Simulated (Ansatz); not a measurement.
# CaSe: the cell at several levels of theory

How does the equilibrium cell of CaSe (wurtzite) depend on the functional? It is relaxed with PBE, r2SCAN and PBEsol. This is a trial cell built on a prototype, not taken from a measured structure, and it needn't be the compound's ground state.

Program: Ansatz 0.2.0. PAW datasets, plane waves, zero pressure. The cell comes from a prototype generator: it can be a known phase or a hypothetical one. Spin polarisation is off.

## (1) The structure to begin with

Space group P6_3mc (No. 186), hexagonal; conventional cell a = 4.606 Å, c = 7.521 Å, 34.55 Å³ an atom. Near Ca stand 4 Se at 2.82 Å; near Se stand 4 Ca at 2.82 Å.

Coordinates:

```xyz
4
Lattice="4.6059 0.0000 0.0000 -2.3029 3.9888 0.0000 0.0000 0.0000 7.5214" Properties=species:S:1:pos:R:3 pbc="T T T"
Ca    0.0000    2.6592    0.0000
Ca    2.3029    1.3296    3.7607
Se    0.0000    2.6592    2.8205
Se    2.3029    1.3296    6.5812
```

## (2) Relaxation with PBE

input.yaml reads:

```yaml
crystal:
  lattice:
    - [4.605857213, 0.0, 0.0]
    - [-2.3029286065, 3.9887893527, 0.0]
    - [0.0, 0.0, 7.5213648289]
  atoms:
    - { symbol: Ca, position: [0.3333333333, 0.6666666667, 0.0] }
    - { symbol: Ca, position: [0.6666666667, 0.3333333333, 0.5] }
    - { symbol: Se, position: [0.3333333333, 0.6666666667, 0.375] }
    - { symbol: Se, position: [0.6666666667, 0.3333333333, 0.875] }
kpoints:
  mp_grid: { grid: [6, 6, 4] }
hamiltonian:
  xc: pbe
scf:
  occupations: { method: fermi_dirac, width: 0.02 }
relax:
  f_tol: 0.005
  cell: {}
output:
  write_density: true
  write_potential: true
  elf: true
  volumetric_format: npy
```

Run with:

```sh
$ ansatz run input.yaml --threads 2 --pin off --max-ram 2211MiB --backend cpu --events-out ev --progress --plain --runs-dir out
```

After this run come: Relaxing with r2SCAN; Relaxing with PBEsol.

Q: Predict the outcome of this session. Wanted: for each run, a; c; volume; space group; SCF geometries.

The runs gave:

```
 level  a (Å)  c (Å)  volume (Å³/atom)  space group  SCF geometries
   PBE  5.029  5.895            32.277     P6_3/mmc               9
r2SCAN  5.006  5.876            31.875     P6_3/mmc               4
PBEsol  4.964  5.809            30.991     P6_3/mmc               4
```

What this shows: From the start to the first minimum the volume moved by -6.6 %. PBEsol gives the smallest cell and PBE the largest; they differ by 4.1 % in volume, a mean of 1.4 % in length. The cell started from the wurtzite prototype, but the relaxation took it to the higher symmetry P6_3/mmc (No. 194), so the name no longer describes it.
